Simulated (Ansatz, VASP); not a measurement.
# Sb: VASP beside Ansatz

Contents of INCAR:

```
PREC = Accurate
ENCUT = 600
EDIFF = 1E-6
ISMEAR = -1
SIGMA = 0.1
LREAL = F
LASPH = T
NELM = 60
ALGO = Normal
ISIF = 3
LWAVE = F
LCHARG = F
GGA = RE
IBRION = 2
NSW = 80
EDIFFG = -0.01
```

File KPOINTS:

```
regular mesh
0
Gamma
  12 12 12
```

Contents of POSCAR:

```
Sb
1.0
   -1.8941349331      1.8941349331      1.8941349331
    1.8941349331     -1.8941349331      1.8941349331
    1.8941349331      1.8941349331     -1.8941349331
Sb
1
Direct
    0.0000000000      0.0000000000      0.0000000000
```

Input for Ansatz:

```yaml
crystal:
  lattice:
    - [-1.8941349331, 1.8941349331, 1.8941349331]
    - [1.8941349331, -1.8941349331, 1.8941349331]
    - [1.8941349331, 1.8941349331, -1.8941349331]
  atoms:
    - { symbol: Sb, position: [0.0, 0.0, 0.0] }
hamiltonian:
  xc: revpbe
  pseudopotentials:
    kind: paw
    azcp:
      Sb: "pseudopotentials/Sb.paw.azcp"
basis:
  ecutwfc: 420
  fft_grid_basis: typed
kpoints:
  mp_grid: { grid: [12, 12, 12], shift: [0, 0, 0] }
magnetization:
  spin_polarized: false
scf:
  occupations: { method: fermi_dirac, width: 0.1 }
relax:
  max_steps: 60
  f_tol: 0.01
  cell: {}
```

The cell was built by a generator and needn't be a form met in nature.

Alike in both runs: task relaxation of cell and atoms; functional revPBE; k mesh 12 × 12 × 12; occupations fermi-dirac, width 0.1 eV; no spin polarisation.

```csv
,VASP,Ansatz
version,VASP 6.6.1,Ansatz 0.2.0
potentials or method,"VASP PAW PBE potentials, release 64 (Sb)","plane waves (420 eV) with PAW, scalar-relativistic"
plane-wave cutoff (eV),600,420
valence electrons in the cell,5,15
```

Ansatz gave:

- relaxed volume (Å³/atom): 27.69
- relaxed cell length with the largest relative difference (Å): 3.301
- energy change over the relaxation (meV/atom): -2

**Question.** Estimate VASP's values.

**Answer.** Relaxed volume (Å³/atom): 27.60; relaxed cell length with the largest relative difference (Å): 3.297; energy change over the relaxation (meV/atom): -1.

The two sets of potentials don't hold the same shells in valence.

Caveats: the PAW data sets were made with another functional, which shifts forces and pressure a little (VASP). The runs have no spin-orbit coupling, so splittings on Sb are missing.
